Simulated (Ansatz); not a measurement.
# Ca on the K site (charge +1) in KF: levels by LDA and G0W0

Where do the states of Ca on the K site (charge +1) in KF lie, and how far does G0W0 move them?

Calculated with Ansatz 0.2.0; LDA, HSE06 and G0W0 in a supercell, plane waves, PAW.

### 1. Starting point

The cell holds 32 atoms: 1 Ca, 15 K and 16 F. Cell: a = 9.256 Å, b = 9.256 Å, c = 9.256 Å, α = 109.5°, β = 109.5°, γ = 109.5°. It derives from KF. Nearest the centre at fractional (0.000, 0.000, 0.000): Ca1 at 0.00 Å, F32 at 2.29 Å, F18 at 2.29 Å, F21 at 2.29 Å, F22 at 2.29 Å, F29 at 2.29 Å, F20 at 2.29 Å, K12 at 3.77 Å. The cell carries charge +1.

The structure was relaxed with LDA (ions only). The runs that relaxed it are not among those shown.

### 2. The perfect supercell: LDA

This step: DFT, LDA, plane waves, PAW; PAW set soft_1.

File input.yaml:

```yaml
crystal:
  lattice:
    - [-5.3437, 5.3437, 5.3437]
    - [5.3437, -5.3437, 5.3437]
    - [5.3437, 5.3437, -5.3437]
  atoms:
    - { symbol: K, position: [0.0, 0.0, 0.0] }
    - { symbol: K, position: [0.25, 0.25, 0.5] }
    - { symbol: K, position: [0.5, 0.5, 0.0] }
    - { symbol: K, position: [0.75, 0.75, 0.5] }
    - { symbol: K, position: [0.25, 0.5, 0.25] }
    - { symbol: K, position: [0.5, 0.75, 0.75] }
    - { symbol: K, position: [0.75, 0.0, 0.25] }
    - { symbol: K, position: [0.0, 0.25, 0.75] }
    - { symbol: K, position: [0.5, 0.0, 0.5] }
    - { symbol: K, position: [0.75, 0.25, 0.0] }
    - { symbol: K, position: [0.0, 0.5, 0.5] }
    - { symbol: K, position: [0.25, 0.75, 0.0] }
    - { symbol: K, position: [0.75, 0.5, 0.75] }
    - { symbol: K, position: [0.0, 0.75, 0.25] }
    - { symbol: K, position: [0.25, 0.0, 0.75] }
    - { symbol: K, position: [0.5, 0.25, 0.25] }
    - { symbol: F, position: [0.5, 0.5, 0.5] }
    - { symbol: F, position: [0.75, 0.75, 0.0] }
    - { symbol: F, position: [0.0, 0.0, 0.5] }
    - { symbol: F, position: [0.25, 0.25, 0.0] }
    - { symbol: F, position: [0.75, 0.0, 0.75] }
    - { symbol: F, position: [0.0, 0.25, 0.25] }
    - { symbol: F, position: [0.25, 0.5, 0.75] }
    - { symbol: F, position: [0.5, 0.75, 0.25] }
    - { symbol: F, position: [0.0, 0.5, 0.0] }
    - { symbol: F, position: [0.25, 0.75, 0.5] }
    - { symbol: F, position: [0.5, 0.0, 0.0] }
    - { symbol: F, position: [0.75, 0.25, 0.5] }
    - { symbol: F, position: [0.25, 0.0, 0.25] }
    - { symbol: F, position: [0.5, 0.25, 0.75] }
    - { symbol: F, position: [0.75, 0.5, 0.25] }
    - { symbol: F, position: [0.0, 0.75, 0.75] }
kpoints:
  mp_grid: { grid: [2, 2, 2] }
hamiltonian:
  xc: lda
  pseudopotentials: { kind: paw, azcp: { folder: soft_1 }, xc_functional: pbe }
scf:
  occupations: { method: fixed }
  n_extra_bands: 11
output:
  eigenvalues: true
```

Launch:

```bash
$ ansatz run input.yaml --threads 4 --pin off --max-ram 17510MiB --backend cpu --events-out ev --progress --plain --runs-dir out
```

Numbers of over 12 decimals in the logs are rounded to 6 here.

Log:

```text
scf.n_extra_bands = 11 over 128 filled bands (N_el = 256.0): the run solves 139 bands
Engine: ansatz 0.2.0, aarch64-unknown-linux-gnu
Pseudopotentials: kind: paw
Pseudopotential: K, paw, valence charge 9, recommended cutoff 420 eV (normal), soft_1/K.paw.azcp
Pseudopotential: F, paw, valence charge 7, recommended cutoff 420 eV (normal), soft_1/F.paw.azcp
Functional definition: SPW92
  exchange = slater_x
  correlation = pw_c
[...]
E_core_change = 5.932030  (= ΣΔE_core)
  E_smearing   = -0.000000  (= −TS)
  E_closure    = -0.000000  (closes the sum)
  Σ components = -36683.786904   (vs F -36683.786904, Δ=0.00e0)
--- Band table (eV) ---
  k-point 0: bands = [... 124 lower, 0.9447, 0.9997, 0.9997, 0.9997, 6.8054, 8.9261, 8.9261, 8.9261, ... 7 higher]
  k-point 1: bands = [... 124 lower, 0.9044, 0.9044, 0.9576, 0.9576, 7.8778, 7.8778, 9.3251, 9.3251, ... 7 higher]
  k-point 2: bands = [... 124 lower, 0.9517, 0.9517, 0.9517, 0.9517, 8.6334, 8.6334, 8.6334, 8.6334, ... 7 higher]
[key lines of the parts left out:]
SCF converged after 10 iterations
Free energy (F): -36683.786904 eV
Fermi energy:    0.999708 eV
```

It took 3.6 s on 4 threads of Arm Neoverse V2, shared host; peak memory 1.3 GiB; 14 s of CPU time.

Numbers from this step:

```yaml
gap: 5.806 eV
valence_top_at: k = Γ
conduction_bottom_at: k = Γ
least_direct_gap: 5.806 eV
```

In a supercell the zone is folded, so edges from different points of the primitive zone can meet at one k.

### 3. The perfect supercell: G0W0

Now the one-shot GW correction: screening in the RPA, then the self-energy of the levels asked for. This step takes PAW set soft_1 files.

This step: G0W0 on LDA, plane waves, PAW; PAW set soft_1.

input.yaml: that of step 2 with these lines changed.

```diff
@@ -45,4 +45,6 @@
   occupations: { method: fixed }
-  n_extra_bands: 11
-output:
-  eigenvalues: true
+gw:
+  n_empty_bands: 726
+  ecut_chi: 90.0
+  qp_bands: [v5, c5]
+  screening: { model: contour_deformation }
```

Log:

```text
[...]
Crystal: 32 atoms, lattice volume = 610.360 Å³
Basis set: ecut = 420 eV, 11993 PW (Γ)
Bands: 160, of which v1, the nominal top of the filled ones, is band 128 counted from 1 (127 counted from 0)
Symmetry: 768 space group operations
[...]
k-points: 3 of 8
[...]
0   131      8.9261    -3.7905    -3.0902    -9.1899  0.8879    11.2706    11.2352  root
[...]
2   130      8.6334    -5.9364    -3.0196   -10.8885  0.8806    10.5903    10.5658  root
     2   131      8.6334    -5.9364    -3.0196   -10.8885  0.8806    10.5903    10.5658  root
     2   132      8.6334    -5.9364    -3.0196   -10.8885  0.8806    10.5903    10.5658  root
     2   133      8.6334    -5.9364    -3.0196   -10.8885  0.8806    10.5903    10.5658  root
[key lines of the parts left out:]
SCF converged after 10 iterations
Free energy (F): -36683.786904 eV
Fermi energy:    0.999709 eV
```

Elapsed: 6.5 min, on 4 threads; peak memory 7 GiB.

This step gave:

```
bands summed                                 : 854
RPA ε∞ on this mesh (eigenvalues)            : 1.960, 1.960, 1.960
plane waves in the screening matrix          : 1205
G0W0 gap on the mesh                         : 9.512 eV
k of the valence top                         : 0, 0, 0
k of the conduction bottom                   : 0, 0, 0
starting gap on the mesh                     : 5.806 eV
least direct G0W0 gap on the computed points : 9.512 eV
```

The gap on the mesh goes from 5.81 eV to 9.51 eV, a correction of +3.71 eV. Between the two edge states, bare exchange in place of the xc potential would open the gap by 12.33 eV, and correlation takes back 8.62 eV.

### 4. The perfect supercell: HSE06

The screened hybrid is the usual rung above semilocal functionals: a quarter of exact exchange, cut off beyond a few ångström.

This step: DFT, HSE06, plane waves, PAW; PAW set soft_1.

input.yaml: that of step 3 with these lines changed.

```diff
@@ -41,10 +41,8 @@
 hamiltonian:
-  xc: lda
-  pseudopotentials: { kind: paw, azcp: { folder: soft_1 }, xc_functional: pbe }
+  xc: hse06
+  pseudopotentials: { kind: paw, azcp: { folder: soft_1 } }
 scf:
   occupations: { method: fixed }
-gw:
-  n_empty_bands: 726
-  ecut_chi: 90.0
-  qp_bands: [v5, c5]
-  screening: { model: contour_deformation }
+  n_extra_bands: 7
+output:
+  eigenvalues: true
```

Log:

```text
[...]
davidson cushion auto → on  (no smearing: the cushion is to keep the highest requested band from converging to the state above it; pin scf.eigensolver.cushion to override)
Crystal: 32 atoms, lattice volume = 610.360 Å³
Basis set: ecut = 420 eV, 11993 PW (Γ)
Bands: 135, of which v1, the nominal top of the filled ones, is band 128 counted from 1 (127 counted from 0)
Symmetry: 768 space group operations
[...]
k-points: 3 of 8
[...]
Free energy (F): -37591.898141 eV
Frozen-core exchange: fock
[...]
Internal energy: -37591.898141 eV  (E = F + TS)
E sigma→0 (E₀):  -37591.898141 eV
Fermi energy:    -0.139935 eV
[...]
--- Band table (eV) ---
  k-point 0: bands = [... 124 lower, -0.1913, -0.1399, -0.1399, -0.1399, 8.0423, 10.1911, 10.1911, 10.1911, ... 3 higher]
  k-point 1: bands = [... 124 lower, -0.2257, -0.2257, -0.1776, -0.1776, 9.1154, 9.1154, 10.5992, 10.5992, ... 3 higher]
  k-point 2: bands = [... 124 lower, -0.1841, -0.1841, -0.1841, -0.1841, 9.9013, 9.9013, 9.9013, 9.9013, ... 3 higher]
```

It took 74 s on 4 threads; peak memory 5.1 GiB; 4.6 min of CPU time.

This step gave:

- gap: 8.182 eV
- valence top at: k = Γ
- conduction bottom at: k = Γ
- least direct gap: 8.182 eV

The gap stands +2.38 eV against LDA.

### 5. Is the closed shell lowest? The triplet at this geometry

This step: DFT, LDA, plane waves, PAW; PAW set soft_1.

File input.yaml:

```yaml
crystal:
  lattice:
    - [-5.3437, 5.3437, 5.3437]
    - [5.3437, -5.3437, 5.3437]
    - [5.3437, 5.3437, -5.3437]
  atoms:
    - { symbol: Ca, position: [0.0, 0.0, 0.0] }
    - { symbol: K, position: [0.2495817805, 0.2495817805, 0.499163561] }
    - { symbol: K, position: [0.5, 0.5, 0.0] }
    - { symbol: K, position: [0.7504182195, 0.7504182195, 0.500836439] }
    - { symbol: K, position: [0.2495817805, 0.499163561, 0.2495817805] }
    - { symbol: K, position: [0.500836439, 0.7504182195, 0.7504182195] }
    - { symbol: K, position: [0.7504182195, 0.0, 0.2495817805] }
    - { symbol: K, position: [0.0, 0.2495817805, 0.7504182195] }
    - { symbol: K, position: [0.5, 0.0, 0.5] }
    - { symbol: K, position: [0.7504182195, 0.2495817805, 0.0] }
    - { symbol: K, position: [0.0, 0.5, 0.5] }
    - { symbol: K, position: [0.2495817805, 0.7504182195, 0.0] }
    - { symbol: K, position: [0.7504182195, 0.500836439, 0.7504182195] }
    - { symbol: K, position: [0.0, 0.7504182195, 0.2495817805] }
    - { symbol: K, position: [0.2495817805, 0.0, 0.7504182195] }
    - { symbol: K, position: [0.499163561, 0.2495817805, 0.2495817805] }
    - { symbol: F, position: [0.5, 0.5, 0.5] }
    - { symbol: F, position: [0.7858708408, 0.7858708408, 0.0] }
    - { symbol: F, position: [0.0, 0.0, 0.5] }
    - { symbol: F, position: [0.2141291592, 0.2141291592, 0.0] }
    - { symbol: F, position: [0.7858708408, 0.0, 0.7858708408] }
    - { symbol: F, position: [0.0, 0.2141291592, 0.2141291592] }
    - { symbol: F, position: [0.25, 0.5, 0.75] }
    - { symbol: F, position: [0.5, 0.75, 0.25] }
    - { symbol: F, position: [0.0, 0.5, 0.0] }
    - { symbol: F, position: [0.25, 0.75, 0.5] }
    - { symbol: F, position: [0.5, 0.0, 0.0] }
    - { symbol: F, position: [0.75, 0.25, 0.5] }
    - { symbol: F, position: [0.2141291592, 0.0, 0.2141291592] }
    - { symbol: F, position: [0.5, 0.25, 0.75] }
    - { symbol: F, position: [0.75, 0.5, 0.25] }
    - { symbol: F, position: [0.0, 0.7858708408, 0.7858708408] }
total_charge: 1
kpoints:
  mp_grid: { grid: [2, 2, 2] }
hamiltonian:
  xc: lda
  pseudopotentials: { kind: paw, azcp: { folder: soft_1 }, xc_functional: pbe }
scf:
  occupations: { method: fermi_dirac, width: 0.01 }
  n_extra_bands: 14
output:
  eigenvalues: true
magnetization:
  spin_polarized: true
  initial_magnetization: 2.0
  spin_locking: { lock_magnetization: hard }
```

Log:

```text
Warning: the band count 143 (scf.n_extra_bands) hosts the net moment |M| = 2.0000 μB (N_el = 256) but caps the reachable moment at 2·n_bands − N_el = 30.0000 μB, below the 161 bands that the automatic rule leaves for it — a moment growing past the seed, or the majority channel's smearing tail, pins there with fewer empty majority states than that count leaves; raise or omit scf.n_extra_bands unless the cap is intended
[...]
k-point 0 ↑: bands = [... 124 lower, 0.7171, 0.7497, 0.7497, 0.7497, 6.6552, 8.8517, 8.8517, 8.8517, ... 11 higher]
  k-point 1 ↑: bands = [... 124 lower, 0.6892, 0.6954, 0.7164, 0.7218, 7.6371, 7.7396, 8.8197, 9.1260, ... 11 higher]
  k-point 2 ↑: bands = [... 124 lower, 0.7208, 0.7535, 0.7535, 0.7535, 8.2567, 8.2567, 8.4173, 8.5538, ... 11 higher]
  k-point 2 ↓: bands = [... 124 lower, 0.8359, 0.8573, 0.8573, 0.8573, 8.3840, 8.3840, 8.5279, 8.6600, ... 11 higher]
[key lines of the parts left out:]
SCF converged after 22 iterations
Magnetization: 2.0000 μB (129.0000 up, 127.0000 down)
Free energy (F): -36960.836354 eV
Fermi energy:    4.286993 (↑ 7.723531, ↓ 0.850456) eV
```

Elapsed: 13 s, on 4 threads; peak memory 1.7 GiB.

### 6. The defect cell: LDA

input.yaml: that of step 5 with these lines changed.

```diff
@@ -45,9 +45,17 @@
 scf:
-  occupations: { method: fermi_dirac, width: 0.01 }
-  n_extra_bands: 14
+  occupations: { method: fixed }
+  n_extra_bands: 11
 output:
   eigenvalues: true
-magnetization:
-  spin_polarized: true
-  initial_magnetization: 2.0
-  spin_locking: { lock_magnetization: hard }
+  band_densities:
+    - { bands: [v5, v5] }
+    - { bands: [v4, v4] }
+    - { bands: [v3, v3] }
+    - { bands: [v2, v2] }
+    - { bands: [v1, v1] }
+    - { bands: [c1, c1] }
+    - { bands: [c2, c2] }
+    - { bands: [c3, c3] }
+    - { bands: [c4, c4] }
+    - { bands: [c5, c5] }
+  volumetric_format: npy
```

Log:

```text
[...]
Crystal: 32 atoms, lattice volume = 610.360 Å³
Basis set: ecut = 420 eV, 11993 PW (Γ)
Bands: 139, of which v1, the nominal top of the filled ones, is band 128 counted from 1 (127 counted from 0)
Symmetry: 48 space group operations
[...]
k-points: 3 of 8
[...]
SCF iter   1: F=—  HF=-37023.520278 eV  |F-HF|=—  |Δ(HF+E_count)|=         —  Δρ=2.12e-1  dr2=2.41e2  ethr=3.10e-3  ⟨swp⟩=5.3  Hψ=1439  notcnv=0  defer=20
[...]
SCF iter  11: F=-36967.433372 eV  HF=-36967.433372 eV  |F-HF|=2.83e-8  |Δ(HF+E_count)|=   7.78e-7  Δρ=4.29e-6  dr2=8.84e-8  ethr=3.91e-11  ⟨swp⟩=11.7  Hψ=2294  notcnv=0
SCF 1 converged in 11 iterations: F = -36967.433372 eV  dr2 = 8.84e-8
[...]
SCF converged after 11 iterations
Free energy (F): -36967.433372 eV
[...]
Internal energy: -36967.433372 eV  (E = F + TS)
E sigma→0 (E₀):  -36967.433372 eV
Fermi energy:    1.210883 eV
[...]
--- Band table (eV) ---
  k-point 0: bands = [... 124 lower, 1.1475, 1.2109, 1.2109, 1.2109, 6.7554, 8.9169, 8.9169, 8.9169, ... 7 higher]
  k-point 1: bands = [... 124 lower, 1.0205, 1.0387, 1.1761, 1.1772, 7.7463, 7.8464, 8.9096, 9.2497, ... 7 higher]
  k-point 2: bands = [... 124 lower, 1.1752, 1.1821, 1.1821, 1.1821, 8.3493, 8.3493, 8.4877, 8.6791, ... 7 higher]
--- Band densities, each state counted as filled ---
  window                                       electrons  max residual (eV)  cut levels
  bands: [v5, v5]                               2.000000             1.5e-5           2
  bands: [v4, v4]                               2.000000             1.7e-5           1
  bands: [v3, v3]                               2.000000             1.6e-5           2
  bands: [v2, v2]                               2.000000             1.3e-5           2
  bands: [v1, v1]                               2.000000             1.3e-5           2
  bands: [c1, c1]                               2.000000             9.8e-7           1
  bands: [c2, c2]                               2.000000             8.8e-7           2
  bands: [c3, c3]                               2.000000             8.8e-7           1
  bands: [c4, c4]                               2.000000             8.8e-7           2
  bands: [c5, c5]                               2.000000             4.1e-7           2
```

It took 9.6 s on 4 threads; peak memory 1.5 GiB.

Numbers from this step:

* highest filled to lowest empty level: 5.545 eV
* highest filled level at: k = Γ
* lowest empty level at: k = Γ
* least direct gap: 5.545 eV

Levels on the run's own zero; densities are means over the k mesh. Frontier bands, by row:

```
band  lowest (eV)  highest (eV)  share of its density within 3 A of the centre  share of the cell's volume  participation ratio
  v5        1.016         1.175                                         0.0318                      0.1848                0.015
  v4         1.02         1.175                                         0.0028                      0.1848               0.0173
  v3        1.039         1.211                                         0.0045                      0.1848               0.0174
  v2        1.176         1.211                                         0.0093                      0.1848               0.0143
  v1        1.177         1.211                                         0.0093                      0.1848               0.0143
  c1        6.755         8.349                                         0.0962                      0.1848               0.5258
  c2        7.846         8.917                                         0.1586                      0.1848               0.6196
  c3        8.488         8.917                                         0.1083                      0.1848               0.3887
  c4        8.679          9.25                                         0.0697                      0.1848               0.5692
  c5        8.679         9.266                                         0.1061                      0.1848               0.4972
```

Band density in the ac plane at fractional y = 0.000, through the centre, with atoms of Ca and K and F within 0.45 Å of it.

Ten steps, logarithmic in the rise over the least value, from '0' (0.00 Å⁻³) to '9' (0.74 Å⁻³), each cell a mean:
```
00000000013688731000000000
00000000012454310000000000
00000000001221100000000000
00000000000000000000100000
00000000000000000001210000
00000000000000000000210000
00000000000000000000000000
00000000000000000000000000
12100000000000000000000001
44210000000000000000000013
87410000000000000000000136
97410000000000000000000258
96310000000000000000001258
63100000000000000000000246
21000000000000000000000123
00000000000000000000000011
00000000000000000000000000
00000100000000000000000000
00001220000000000000000000
00000110000000000000000000
00000000000001110000000000
00000000000123321000000000
00000000001367642100000000
00000000013699852000000000
```
Columns run along a (9.3 Å), rows up along c (9.3 Å). Atoms in or near the plane, at fractional coordinates: Ca at (0.00, 0.00), K at (0.75, 0.25), K at (0.50, 0.50), K at (0.25, 0.75), F at (0.00, 0.50), F at (0.79, 0.79), F at (0.50, 0.00), F at (0.21, 0.21).

Band density in the ac plane at fractional y = 0.000, through the centre, with atoms of Ca and K and F within 0.45 Å of it.

Ten steps, logarithmic in the rise over the least value, from '0' (0.00 Å⁻³) to '9' (0.59 Å⁻³), each cell a mean:
```
00000000002599520000000000
00000000002465310000000000
00000000001232100000000000
00000000000110000000000000
00000001000000000000000000
00000000000000000000000000
00000100000000000000000000
00000000000000000000000000
11100000000000000000000000
33310000000000000000000012
67521000000000000000000135
98520000000000000000001369
86310000000000000000001368
42100000000000000000001345
10000000000000000000001122
00000000000000000000000000
00000000000000000000100000
00000000000000000000000000
00000000000000000011000000
00000000000000000000000000
00000000000011210000000000
00000000000134431000000000
00000000001268741000000000
00000000001489731000000000
```
Columns run along a (9.3 Å), rows up along c (9.3 Å). Atoms in or near the plane, at fractional coordinates: Ca at (0.00, 0.00), K at (0.75, 0.25), K at (0.50, 0.50), K at (0.25, 0.75), F at (0.00, 0.50), F at (0.79, 0.79), F at (0.50, 0.00), F at (0.21, 0.21).

The triplet lies +6.60 eV from this closed shell.

(Continued in part 2 of 2.)

[Paths, hosts, dates, memory and timing lines, banners, echoed tables and standing remarks are left out of the program output.]

[Logs are printed without paths, hosts, clocks, repeated set-up lines and the standing remarks that a program may print on its own settings, such as how far it seeks lower states.]

[Runs of the session that timed out or met a known fault of the program may be left out.]

[Cells called generated may have been cut or substituted from an entry of the Crystallography Open Database or the Materials Project.]

[Hosts, paths, dates, database ids (printed as entryN), source tags and the programs' standing remarks are cut or masked in the printed files.]
